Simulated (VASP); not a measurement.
# CdSe: relaxed cell and band gap, by functional and dispersion

CdSe, P6_3mc (no. 186), 4 atoms in the cell.

| Functional | Dispersion | Volume (Å³/atom) | Change from the starting volume (fraction) | Gap, path and mesh (eV) | Dispersion term (eV/cell) | Time (s) |
|---|---|---|---|---|---|---|
| PBE | TS+SCS | 28.87 | 0.027 | 0.61 | -0.932 | 287 |
| SCAN | D4 | 28.45 | 0.012 | 1.01 | -0.382 | 509 |
| rVV10 | in the functional | 30.18 | 0.074 | 0.23 | – | 585 |
| PBE | D3(BJ) | 28.72 | 0.022 | 0.61 | -1.245 | 85 |

Limits: Spin-orbit coupling is left out, and with elements this heavy it changes the gap.

## Input of the first row

INCAR.step1:
```
ALGO     = Normal         # electronic algorithm
EDIFF    = 1E-7           # SCF threshold, eV
EDIFFG   = -0.002         # ionic threshold
ENCUT    = 600            # plane-wave cutoff, eV
GGA      = PE             # functional
GGA_COMPAT= F            
IBRION   = 2              # ionic algorithm
ISIF     = 3              # what is computed and relaxed
ISMEAR   = 0              # smearing method
IVDW     = 2              # dispersion correction
KPAR     = 4            
LASPH    = T              # aspherical terms in the spheres
LCHARG   = F              # write CHGCAR
LREAL    = F              # projectors in reciprocal space
LVDWSCS  = T            
LWAVE    = F              # write WAVECAR
NELM     = 150            # most SCF steps
NSW      = 60             # ionic steps
PREC     = Accurate       # precision mode
SIGMA    = 0.02           # smearing width, eV
```

INCAR.step2, as INCAR.step1 but for:
```
- NSW = 60
+ NSW = 40
```

INCAR.step3, as INCAR.step2 but for:
```
- EDIFFG = -0.002
- IBRION = 2
- ISIF = 3
- NSW = 40
+ ISIF = 2
+ NBANDS = 26
```

KPOINTS:
```
k-points
0
Gamma
  5 5 3
```

KPOINTS_OPT:
```
path GMKGALHA,LM,KH
8
line-mode
reciprocal
 0.0000000000  0.0000000000  0.0000000000  G
 0.5000000000  0.0000000000  0.0000000000  M

 0.5000000000  0.0000000000  0.0000000000  M
 0.3333333333  0.3333333333  0.0000000000  K

 0.3333333333  0.3333333333  0.0000000000  K
 0.0000000000  0.0000000000  0.0000000000  G

 0.0000000000  0.0000000000  0.0000000000  G
 0.0000000000  0.0000000000  0.5000000000  A

 0.0000000000  0.0000000000  0.5000000000  A
 0.5000000000  0.0000000000  0.5000000000  L

 0.5000000000  0.0000000000  0.5000000000  L
 0.3333333333  0.3333333333  0.5000000000  H

 0.3333333333  0.3333333333  0.5000000000  H
 0.0000000000  0.0000000000  0.5000000000  A

 0.5000000000  0.0000000000  0.5000000000  L
 0.5000000000  0.0000000000  0.0000000000  M

 0.3333333333  0.3333333333  0.0000000000  K
 0.3333333333  0.3333333333  0.5000000000  H
```

POSCAR.step1:
```
CdSe
1.0
    4.3000000000      0.0000000000      0.0000000000
   -2.1500000000      3.7239092363      0.0000000000
    0.0000000000      0.0000000000      7.0200000000
Cd Se
2 2
Direct
    0.6666666667      0.3333333333      0.5000000000
    0.3333333333      0.6666666667      0.0000000000
    0.6666666667      0.3333333333      0.8850000000
    0.3333333333      0.6666666667      0.3850000000
```

Commands (each step's output is kept before the next begins):
```
cat potpaw_PBE.64/Cd/POTCAR potpaw_PBE.64/Se/POTCAR > POTCAR
cp INCAR.step1 INCAR
cp POSCAR.step1 POSCAR
mpirun -np 4 vasp_std > vasp.out
cp CONTCAR POSCAR
rm WAVECAR CHG
cp INCAR.step2 INCAR
mpirun -np 4 vasp_std > vasp.out
cp CONTCAR POSCAR
rm WAVECAR CHG
cp INCAR.step3 INCAR
mpirun -np 4 vasp_std > vasp.out
```

Changes of the last row against the first:
```
(all steps)
- IVDW = 2
- LVDWSCS = True
+ IVDW = 12
```

VASP 6.6.1 took 287 s on 4 cores (AMD EPYC 9R45 (Zen 5)), a shared host.
